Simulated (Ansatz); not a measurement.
HgTe: a film clamped to a substrate

These are results of Ansatz 0.2.0, DFT PBEsol, scalar-relativistic, plane waves, PAW, not measurements. Cutoff 420 eV, Γ-centred 12×12×8 k-points, Gaussian smearing of 0.15 eV. Spin–orbit coupling is left out, which can shift energies with elements as heavy as these. No spin polarisation. Energies are free energies at this smearing, counted from the undisturbed cell; pressure is positive in compression.

Zero of the scan (relaxed at this level; with this scan's settings it stands at 0.1 GPa; this rock-salt form isn't the usual structure):

```
Hg Te
1.0
     2.99955   -3.00014    0.00000
     2.99955    3.00014    0.00000
     0.00000    0.00000    6.00867
Hg Te
2 2
Direct
  0.24982 0.75018 0.75000
  0.75018 0.24982 0.25000
  0.74987 0.25013 0.75000
  0.25013 0.74987 0.25000
```

The cell (4 atoms, V0 = 108.14 Å³) is strained by p along both x and y and by q along z, fractional coordinates fixed. τp = (1/V0) ∂E/∂p = (σxx + σyy)(1 + p)(1 + q) and τq = (1/V0) ∂E/∂q = σzz(1 + p)², with tension positive.

| p | q | ΔE (meV/atom) | τp (GPa) | τq (GPa) |
| --- | --- | --- | --- | --- |
| 0.000 | 0.000 | 0.00 | -0.18 | 0.00 |
| -0.025 | 0.000 | 17.23 | -8.41 | -2.12 |
| 0.025 | 0.000 | 12.35 | 5.68 | 1.87 |
| 0.000 | -0.025 | 5.87 | -2.22 | -2.96 |
| 0.000 | 0.025 | 4.45 | 1.75 | 1.96 |

Get the second derivatives of the energy density.

Central differences give A = ∂τp/∂p = 282 GPa (C11 + C22 + 2 C12), C = ∂τq/∂q = 98 GPa (C33) and the cross term B = ∂τq/∂p = 80 GPa (C13 + C23); ∂τp/∂q = 79 GPa must equal B, and any difference shows higher-order terms. The ions are clamped.

A film of this crystal grows with z along the normal on a substrate that imposes p. How does its thickness respond, and what does the misfit cost?

Count p and q from the stress-free cell. A free surface needs τq = 0, so q = −(B/C) p = -0.81 p. The energy density left is (A − B²/C) p²/2 = M p², with the biaxial modulus M = 109 GPa; a misfit of 1 % costs 1.83 meV/atom, against 2.38 meV/atom if the thickness were held.

In a metal these slopes depend on the k mesh and the smearing.

Cost: 18 runs of about 6.7 core-minutes in all, on Intel Xeon 6975P-C (Granite Rapids) (shared hosts).

Letting the thickness relax lowers the cost of a 1 % misfit from 2.38 to 1.83 meV/atom. The film thins under in-plane tension, but by too little to conserve volume, so part of the misfit energy remains dilatational. In rock salt the nearest Hg–Te contacts lie along the cubic axes, so axial strain changes their lengths directly, while the transverse response comes from more distant neighbours and volume-dependent electronic terms. Compression costs more than equal tension for both strains, as expected from steepening short-range repulsion.

The moduli nearly satisfy the cubic relation A = 2C + B, so the slight distortion of the cell matters little to the elastic response. Clamping the ions should also matter little here, since inversion symmetry at each site of ideal rock salt forbids internal displacements under homogeneous strain. The results describe a coherent rock-salt film and shouldn't be carried over to the familiar zinc-blende HgTe layers, whose tetrahedral bonding responds differently to strain.
